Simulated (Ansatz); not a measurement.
# Relaxing Ti

Theory: DFT PBE, scalar-relativistic, plane waves, PAW (Ansatz 0.2.0). Cutoff 420 eV, Γ-centred k mesh, Gaussian smearing, no spin polarisation in the final step.

Ti was placed on the sites of a reported K cell (Cmmm, No. 65), at a guessed volume.

```xyz
5
Lattice="2.4469 -3.6522 0.0000 2.4469 3.6522 0.0000 0.0000 0.0000 5.5319" Properties=species:S:1:pos:R:3 pbc="T T T"
Ti    1.2235   -1.8261    1.3830
Ti    1.2235    1.8261    4.1489
Ti    1.2235    1.8261    1.3830
Ti    1.2235   -1.8261    4.1489
Ti    0.0000    0.0000    0.0000
```

Cell and atoms relax at zero pressure; the relaxation can't lower the symmetry of the start. After a coarse first stage the cell is made exact in the group found at 0.06 Å.

Energies count from the standard state of Ti at the same level.

(1) Describe the relaxed structure.

(2) What are its volume, energy, density and gap?

Answers

(1) It ends in P4/mmm (No. 123). Conventional cell: a = 3.765 Å, c = 6.853 Å. Around Ti on Wyckoff site i (4 atoms of the primitive cell) lie 7 Ti at 2.66–2.79 Å; Ti on Wyckoff site a (1 atom of the primitive cell) is coordinated by 8 Ti at 2.79 Å.

```xyz
5
Lattice="3.7652 0.0000 0.0000 0.0000 3.7652 0.0000 0.0000 0.0000 6.8531" Properties=species:S:1:pos:R:3 pbc="T T T"
Ti    1.8826    0.0000    2.0590
Ti    0.0000    1.8826    4.7940
Ti    0.0000    1.8826    2.0590
Ti    1.8826    0.0000    4.7940
Ti    0.0000    0.0000    0.0000
```

(2) The volume per atom is 19.43 Å³ and the density is 4.09 g/cm³. The energy over the standard structure is 0.77 eV/atom and the gap on the 10×10×6 mesh is 0 eV (a metal).

The final run used a 10×10×6 mesh on its 5-atom cell and 0.10 eV smearing. The k mesh leaves about 4 meV/atom of noise in metals. Symmetry constrained the relaxation, so the result can be a saddle point.

This form isn't the element's structure at ambient conditions.